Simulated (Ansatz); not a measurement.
## Al2O3: band structure with PBE

Al2O3:

```
CELL_PARAMETERS angstrom
4.61378 0.00000 0.00000
0.00000 9.56328 0.00000
0.00000 0.00000 3.11986
ATOMIC_POSITIONS crystal
Al 0.98298 0.82457 0.00000
Al 0.01702 0.17543 0.00000
Al 0.48297 0.67543 0.50000
Al 0.51702 0.32457 0.50000
O 0.50000 0.50000 0.50000
O 0.12363 0.75305 0.50000
O 0.37637 0.25305 0.00000
O 0.62364 0.74695 0.00000
O 0.00000 0.00000 0.00000
O 0.87636 0.24695 0.50000
```

Measurements of this composition are mostly on another form, of space group No. 167.

```json
{"Program": "Ansatz 0.2.0", "Task": "band structure", "Functional": "PBE", "Potentials or basis": "Ansatz PAW", "Cutoff": "420 eV (not typed: the program's choice for these potentials)", "k mesh": "5 × 3 × 7", "Occupations": "fermi-dirac, width 0.05 eV", "Spin": "no spin polarisation", "Path": "[[\"G\", \"X\", \"S\", \"Y\", \"G\", \"Z\", \"U\", \"R\", \"T\", \"Z\"], [\"Y\", \"T\"], [\"U\", \"X\"], [\"S\", \"R\"]]", "Points for each segment of the path": "10"}
```

* Pressure: 0.0 GPa
* Largest force: 0.190 eV/Å
* Band gap on the k mesh: 3.52 eV, direct
* Band gap along the path: 3.52 eV, direct

Forces in eV/Å, atoms in the order of the input:
```
Al  -0.048 -0.027  0.000
Al   0.048  0.027  0.000
Al  -0.048  0.027  0.000
Al   0.048 -0.027  0.000
O    0.000  0.000  0.000
O    0.153 -0.113  0.000
O   -0.153 -0.113  0.000
O    0.153  0.113  0.000
O    0.000  0.000  0.000
O   -0.153  0.113  0.000
```

Stress tensor (GPa, compression positive):
```
 1.28  0.00  0.00
 0.00  1.68  0.00
 0.00  0.00 -2.93
```

Levels at the corners of the path, in eV from the valence-band top:
| point | band 22 | band 23 | band 24 | band 25 | band 26 | band 27 |
| --- | --- | --- | --- | --- | --- | --- |
| Γ | -0.52 | -0.06 | 0.00 | 3.52 | 5.06 | 6.17 |
| X | -1.07 | -0.71 | -0.71 | 7.74 | 7.74 | 8.05 |
| S | -1.21 | -0.56 | -0.56 | 6.95 | 6.95 | 8.10 |
| Y | -0.88 | -0.02 | -0.02 | 6.01 | 6.01 | 6.55 |
| Γ | -0.52 | -0.06 | 0.00 | 3.52 | 5.06 | 6.17 |
| Z | -0.73 | -0.03 | -0.03 | 4.18 | 4.18 | 6.56 |
| U | -1.14 | -0.61 | -0.61 | 7.65 | 7.65 | 8.09 |
| R | -1.04 | -0.72 | -0.72 | 7.16 | 7.16 | 8.08 |
| T | -0.80 | -0.02 | -0.02 | 6.00 | 6.00 | 6.49 |
| Z | -0.73 | -0.03 | -0.03 | 4.18 | 4.18 | 6.56 |
| Y | -0.88 | -0.02 | -0.02 | 6.01 | 6.01 | 6.55 |
| T | -0.80 | -0.02 | -0.02 | 6.00 | 6.00 | 6.49 |
| U | -1.14 | -0.61 | -0.61 | 7.65 | 7.65 | 8.09 |
| X | -1.07 | -0.71 | -0.71 | 7.74 | 7.74 | 8.05 |
| S | -1.21 | -0.56 | -0.56 | 6.95 | 6.95 | 8.10 |
| R | -1.04 | -0.72 | -0.72 | 7.16 | 7.16 | 8.08 |

Run time: 8.3 s on 4 threads of Arm Neoverse V2, on a shared host, peak memory 0.64 GiB.

Caveat: the pressure holds a Pulay correction of +0.5 GPa for the finite cutoff.
